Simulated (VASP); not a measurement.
Runs of VASP 6.6.1 on SiC (Moissanite). The structure is hexagonal, space group P6_3mc (No. 186). The conventional cell has a = 3.076 Å, b = 3.076 Å, c = 5.048 Å, α = 90.00°, β = 90.00°, γ = 120.00°. Si (site symmetry 3m) has 4 C at 1.87 to 1.94 Å as nearest neighbours. C (site symmetry 3m) is surrounded by 4 Si at 1.87 to 1.94 Å. 

```tsv
level	potentials or basis	further INCAR settings	gap on the mesh (eV)	pressure (GPa)	largest force (eV/Å)
r2SCAN	VASP PAW PBE potentials, release 64 (Si, C)	ALGO = Normal; EDIFF = 1e-06	(b)	0.0	(a)
LDA	VASP PAW LDA potentials, release 64 (Si, C)	ALGO = Fast; EDIFF = 1e-06	2.36	-3.6	0.73
TB-mBJ	VASP PAW PBE potentials, release 64 (Si, C)	ALGO = Normal; EDIFF = 1e-06	3.47	-	-
PBEsol	VASP PAW PBE potentials, release 64 (Si, C)	ALGO = Fast; EDIFF = 1e-06	(c)	0.6	0.75
```

Alike in all rows: task band structure; no spin polarisation; cell as given; k mesh 10 × 10 × 6; cutoff (eV) 520; smearing gaussian 0.02 eV.

Fill in the values left out.

(a) 0.77; (b) 2.86; (c) 2.32.

Caveats: the mesh misses the band edges, which the band path finds closer together; the PAW data sets were made with another functional, which shifts forces and pressure a little (some runs).

Runs at the PBE level aren't shown here.
